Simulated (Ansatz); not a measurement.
## Fitting the BPBE energy curve of BP

Symmetry: F-43m, No. 216, cubic system. The conventional cell has a = 4.538 Å, b = 4.538 Å, c = 4.538 Å, α = 90.00°, β = 90.00°, γ = 90.00°. P (site symmetry -43m) is surrounded by 4 B at 1.97 Å. B (site symmetry -43m) is surrounded by 4 P at 1.97 Å.

The cell was scaled at fixed shape and fractions and run with Ansatz, Ansatz PAW, cutoff 420 eV; BPBE, k mesh 10 × 10 × 10 on the cell of 2 atoms, fermi-dirac occupations of 0.05 eV, no spin polarisation, no spin-orbit coupling. The potentials were made for PBE. Energies are those that the program minimises, any entropy of the smearing included.

```tsv
V (Å³/atom)	energy over the lowest row (meV/atom)
10.9807	30.48
11.2144	14.61
11.4480	?
11.6816	0.00
11.9153	0.25
12.1489	4.91
12.3825	13.59
```

Fit the third-order Birch-Murnaghan form, give V0, B0 and B′, and predict the energy left open.

With y = (V0/V)^(2/3), E = E0 + (9 V0 B0/16) [(y - 1)³ B′ + (y - 1)² (6 - 4y)]. Least squares through the rows shown give V0 = 11.7855 Å³/atom, E0 = -0.46 meV, B0 = 161.2 GPa (1 eV/Å³ = 160.218 GPa) and B′ = 3.80, with a largest miss of 0.01 meV. At V = 11.4480 the form with these constants gives 4.63 meV; the run gave 4.64 meV an atom. Measured volume: 11.7 Å³/atom at 299.8 K (arxiv:1906.04101), so the fit lies +0.7 % from it. Measured modulus: 174 GPa at 300 K (arxiv:1901.06272), so the fit lies -7.4 % from it. The runs are for a static lattice.

The fit describes a stiff covalent solid that BPBE binds slightly too weakly, with a volume 0.7 % above the measured one and a modulus 7.4 % below it. The stiffness comes from short, directional sp³ bonds. Boron and phosphorus differ little in electronegativity, and boron's compact 2p shell overlaps well with phosphorus 3p, so compression meets strong resistance from both bonding and Pauli repulsion.

A larger volume and a lower modulus are the usual pairing for a gradient-corrected functional that underbinds. With B′ = 3.80, however, the volume offset accounts for less than half of the modulus deficit; the rest probably reflects the curvature given by the functional and uncertainty in the measured modulus. Zero-point motion and thermal expansion would normally enlarge and soften the crystal, so including them should widen both discrepancies.

The close prediction of the omitted energy supports the fitted form as an interpolation within the sampled volumes, but it tests neither the functional's accuracy nor extrapolation to strong compression.
